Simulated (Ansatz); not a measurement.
Relaxed bulk Cu:

```cif
data_structure
_symmetry_space_group_name_H-M 'P 1'
_symmetry_Int_Tables_number 1
_cell_length_a 2.5197
_cell_length_b 2.5197
_cell_length_c 2.5197
_cell_angle_alpha 60.000
_cell_angle_beta 60.000
_cell_angle_gamma 60.000
_cell_volume 11.31
loop_
_atom_site_label
_atom_site_type_symbol
_atom_site_fract_x
_atom_site_fract_y
_atom_site_fract_z
_atom_site_occupancy
Cu1 Cu 0.00000 0.00000 0.00000 1
```

Miller indices refer to the conventional cell of Fm-3m (No. 225), a = 3.563 Å, b = 3.563 Å, c = 3.563 Å, α = 90.00°, β = 90.00°, γ = 90.00°.

The (111) slab of 6 planes, 10.3 Å thick with 15 Å of vacuum as cut; outer planes Cu (top) and Cu (bottom).

Theory: Ansatz, DFT PBEsol, scalar-relativistic, plane waves, PAW. Cutoff 420 eV; k points 15×15×1 on the computed 6-atom cell (Γ-centred); Gaussian smearing, width 0.10 eV; no spin polarisation. The cell repeats along c with a dipole correction in the vacuum.

Results for the relaxed slab:

```
Surface energy (mean of both faces) : 1.68 J/m²
Work function                       : 5.00 eV
```

Relaxation lowers the energy by 0.002 J/m² a face; the largest move is 0.015 Å.

```json
{"plane (bottom to top)": "1", "atoms": "Cu", "spacing to next, bulk (Å)": "2.057", "relaxed (Å)": "2.041", "change (%)": "-0.8"}
{"plane (bottom to top)": "2", "atoms": "Cu", "spacing to next, bulk (Å)": "2.057", "relaxed (Å)": "2.054", "change (%)": "-0.1"}
{"plane (bottom to top)": "3", "atoms": "Cu", "spacing to next, bulk (Å)": "2.057", "relaxed (Å)": "2.067", "change (%)": "+0.5"}
{"plane (bottom to top)": "4", "atoms": "Cu", "spacing to next, bulk (Å)": "2.057", "relaxed (Å)": "2.054", "change (%)": "-0.1"}
{"plane (bottom to top)": "5", "atoms": "Cu", "spacing to next, bulk (Å)": "2.057", "relaxed (Å)": "2.041", "change (%)": "-0.8"}
{"plane (bottom to top)": "6", "atoms": "Cu", "spacing to next, bulk (Å)": "", "relaxed (Å)": "", "change (%)": ""}
```